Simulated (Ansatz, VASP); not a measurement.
Ga in VASP and in Ansatz

File INCAR:

```
SYSTEM = Ga
PREC = Accurate ; ENCUT = 520
EDIFF = 1E-7 ; ISMEAR = -1
SIGMA = 0.1 ; LREAL = .FALSE.
LASPH = .TRUE. ; NELM = 80
ALGO = Normal ; ISIF = 2
LWAVE = .FALSE. ; LCHARG = .FALSE.
GGA = B5 ; ALDAX = 1.0
AGGAX = 1.0 ; AGGAC = 1.0
ALDAC = 0.0 ; NBANDS = 26
```

File KPOINTS:

```
Automatic mesh
0
G
  9 9 11
  0 0 0
```

File POSCAR:

```
Ga
1.0
    4.7194675356      0.0000000000      0.0000000000
   -2.3597337678      4.0871787781      0.0000000000
    0.0000000000      0.0000000000      3.1859470856
Ga
3
Direct
    1.0000000000      1.0000000000      0.0000000000
    0.3333333333      0.6666666667      0.5000000000
    0.6666666667      0.3333333333      0.5000000000
```

Input for Ansatz:

```yaml
crystal:
  lattice:
    - [4.7194675356, 0.0, 0.0]
    - [-2.3597337678, 4.0871787781, 0.0]
    - [0.0, 0.0, 3.1859470856]
  atoms:
    - { symbol: Ga, position: [1.0, 1.0, 0.0] }
    - { symbol: Ga, position: [0.3333333333, 0.6666666667, 0.5] }
    - { symbol: Ga, position: [0.6666666667, 0.3333333333, 0.5] }
hamiltonian:
  xc: blyp
  pseudopotentials:
    kind: paw
    azcp:
      Ga: "pseudopotentials/Ga.paw.azcp"
basis:
  ecutwfc: 420
  fft_grid_basis: typed
kpoints:
  mp_grid: { grid: [9, 9, 11], shift: [0, 0, 0] }
magnetization:
  spin_polarized: false
scf:
  occupations: { method: fermi_dirac, width: 0.1 }
  lower_state_search: "off"
output:
  stress: true
  write_density: true
  write_potential: true
  elf: true
  volumetric_format: npy
```

Alike in both runs: task single point; functional BLYP; k mesh 9 × 9 × 11; occupations fermi-dirac, width 0.1 eV; no spin polarisation.

|  | VASP | Ansatz |
| --- | --- | --- |
| version | VASP 6.6.1 | Ansatz 0.2.0 |
| potentials or method | VASP PAW PBE potentials, release 64 (Ga_d) | plane waves (420 eV) with PAW, scalar-relativistic |
| plane-wave cutoff (eV) | 520 | 420 |
| valence electrons in the cell | 39 | 39 |

Ansatz gave:

- pressure (GPa): 3.0
- largest component of the traceless stress (GPa): 0.80

Which values does VASP return?

Pressure (GPa): 3.0; largest component of the traceless stress (GPa): 0.82.

With one functional, cell and mesh, what is left measures potentials, basis and numerics.

Caveats: the PAW data sets were made with another functional, which shifts forces and pressure a little (VASP).
